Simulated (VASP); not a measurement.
# TePb in VASP 6.6.1, single-point calculation

INCAR

```
ISMEAR = -5
LREAL = .FALSE.
PREC = Accurate
LASPH = .TRUE.
NELM = 120
LWAVE = .FALSE.
SIGMA = 0.1
NSW = 0
LCHARG = .FALSE.
NBANDS = 17
ENCUT = 520
IBRION = -1
GGA = CA
ISIF = 2
EDIFF = 1E-7
```

KPOINTS

```
KPOINTS created by Atomic Simulation Environment
0
Gamma
8 8 8
0 0 0
```

POSCAR

```
Pb Te
 1.0000000000000000
    -0.0000000000000000    3.2678368440065522    3.2678368440065522
     3.2678368440065522   -0.0000000000000000    3.2678368440065522
     3.2678368440065522    3.2678368440065522    0.0000000000000000
 Pb  Te
   1   1
Cartesian
  0.0000000000000000  0.0000000000000000  0.0000000000000000
  3.2678368440065522  3.2678368440065522  3.2678368440065522
```

The recommended LDA PAW datasets give the neutral cell 20 valence electrons.

Command

```
mpirun -np 1 vasp_std
```

OSZICAR

```
N       E                     dE             d eps       ncg     rms          rms(c)
DAV:   1     0.150269780441E+03    0.15027E+03   -0.90701E+03   986   0.113E+03
DAV:   2     0.150128371831E+01   -0.14877E+03   -0.14456E+03  1039   0.288E+02
DAV:   3    -0.859476948065E+01   -0.10096E+02   -0.10043E+02  1273   0.831E+01
DAV:   4    -0.886420870760E+01   -0.26944E+00   -0.26931E+00  1255   0.152E+01
DAV:   5    -0.887310229672E+01   -0.88936E-02   -0.88933E-02  1409   0.241E+00    0.308E+00
DAV:   6    -0.873817367037E+01    0.13493E+00   -0.30113E-01  1437   0.378E+00    0.191E+00
DAV:   7    -0.873028970224E+01    0.78840E-02   -0.69536E-02  1267   0.125E+00    0.884E-01
DAV:   8    -0.872972537255E+01    0.56433E-03   -0.80719E-03  1213   0.853E-01    0.977E-02
DAV:   9    -0.872955770711E+01    0.16767E-03   -0.14028E-03  1490   0.327E-01    0.367E-02
DAV:  10    -0.872955387530E+01    0.38318E-05   -0.87691E-05  1245   0.674E-02    0.220E-02
DAV:  11    -0.872955475836E+01   -0.88306E-06   -0.12334E-05  1406   0.194E-02    0.633E-03
DAV:  12    -0.872955484544E+01   -0.87085E-07   -0.11111E-06  1285   0.115E-02    0.518E-03
DAV:  13    -0.872955482245E+01    0.22991E-07   -0.42550E-08   735   0.186E-03
   1 F= -.87295548E+01 E0= -.87295548E+01  d E =0.000000E+00
```

Standard output (part)

```
POSCAR found type information on POSCAR PbTe
 POSCAR found :  2 types and       2 ions
 LDA part: xc-table for (Slater(with rela. corr.)+CA(PZ))
 , standard interpolation
 POSCAR, INCAR and KPOINTS ok, starting setup
 WAVECAR not read
 entering main loop
```

From OUTCAR

```
k-points           NKPTS =     29   k-points in BZ     NKDIM =     29   number of bands    NBANDS=     17

   NELECT =      20.0000    total number of electrons

   dimension x,y,z NGX =    36 NGY =   36 NGZ =   36
   dimension x,y,z NGXF=    72 NGYF=   72 NGZF=   72

  energy-cutoff  :      520.00
  volume of cell :       69.79
      direct lattice vectors                 reciprocal lattice vectors
     0.000000000  3.267836844  3.267836844    -0.153006415  0.153006415  0.153006415
     3.267836844  0.000000000  3.267836844     0.153006415 -0.153006415  0.153006415
     3.267836844  3.267836844  0.000000000     0.153006415  0.153006415 -0.153006415

 k-points in reciprocal lattice and weights: KPOINTS created by Atomic Simulation Env
   0.00000000  0.00000000  0.00000000       0.002
   0.12500000  0.00000000  0.00000000       0.016
   0.25000000  0.00000000  0.00000000       0.016
   0.37500000  0.00000000  0.00000000       0.016
   0.50000000  0.00000000  0.00000000       0.008
   0.12500000  0.12500000  0.00000000       0.012
   0.25000000  0.12500000  0.00000000       0.047
   0.37500000  0.12500000  0.00000000       0.047
   ...

 E-fermi :   5.0204

 k-point     1 :       0.0000    0.0000    0.0000
  band No.  band energies     occupation
      1     -11.6355      2.00000
      2     -11.6355      2.00000
      3     -11.6243      2.00000
      4     -11.6243      2.00000
      5     -11.6243      2.00000
      6      -6.8006      2.00000
      7      -0.7789      2.00000
      8       3.7619      2.00000
      9       3.7619      2.00000
     10       3.7619      2.00000
     11       8.9269      0.00000
     12       8.9269      0.00000
     13       8.9269      0.00000
     14      10.8334      0.00000
     15      10.8334      0.00000
     16      10.8334      0.00000
     17      12.3605      0.00000

 k-point     2 :       0.1250    0.0000    0.0000
  band No.  band energies     occupation
      1     -11.6370      2.00000
      2     -11.6370      2.00000
      3     -11.6239      2.00000
      4     -11.6224      2.00000
      5     -11.6224      2.00000
      6      -6.6733      2.00000
      7      -1.1600      2.00000
      8       3.8011      2.00000
      9       3.8011      2.00000
     10       3.9627      2.00000
     11       8.1826      0.00000
     12       8.3752      0.00000
     13       8.3752      0.00000
     14      10.6544      0.00000
     15      11.1165      0.00000
     16      11.1165      0.00000
     17      13.2728      0.00000

 k-point     3 :       0.2500    0.0000    0.0000
  band No.  band energies     occupation
      1     -11.6413      2.00000
      2     -11.6413      2.00000
      3     -11.6230      2.00000
      4     -11.6171      2.00000
      5     -11.6171      2.00000
      6      -6.3080      2.00000
      7      -2.0406      2.00000
      8       3.9228      2.00000
      9       3.9228      2.00000
     10       4.3521      2.00000
     11       7.0355      0.00000
     12       7.3994      0.00000
     13       7.3994      0.00000
     14      10.9321      0.00000
     15      11.8933      0.00000
     16      11.8933      0.00000
     17      15.0328      0.00000

 ...

  Total       -1.2807618     -1.2807618     -1.2807618      0.0000000     -0.0000000      0.0000000
  in kB      -29.4013905    -29.4013905    -29.4013905      0.0000000     -0.0000000      0.0000000
  external PRESSURE =     -29.4013905 kB  Pullay stress =       0.0000000 kB

 POSITION                                       TOTAL-FORCE (eV/Angst)
 -----------------------------------------------------------------------------------
      0.00000      0.00000      0.00000         0.000000     -0.000000     -0.000000
      3.26784      3.26784      3.26784        -0.000000      0.000000      0.000000
 -----------------------------------------------------------------------------------
    total drift:                               -0.000000      0.000000      0.000000

  FREE ENERGIE OF THE ION-ELECTRON SYSTEM (eV)
  ---------------------------------------------------
  free  energy   TOTEN  =        -8.7295548225 eV

  energy  without entropy=       -8.7295548225  energy(sigma->0) =       -8.72955482
```

It converged. Results: gap between bands v and c on the k mesh 0.70 eV; least direct gap on the k mesh 0.70 eV; pressure -2.9 GPa. Band v is the last that the valence electrons fill when counted band by band, and c is the next.

For comparison, a separate LDA run of the intended cell, on usual settings and not on those above, gives a gap of 0.70 eV on its mesh and a pressure of -2.9 GPa.

The run above took about 30 s on one core of a shared host (Intel Xeon Platinum 8488C) and held 0.19 GiB at most.
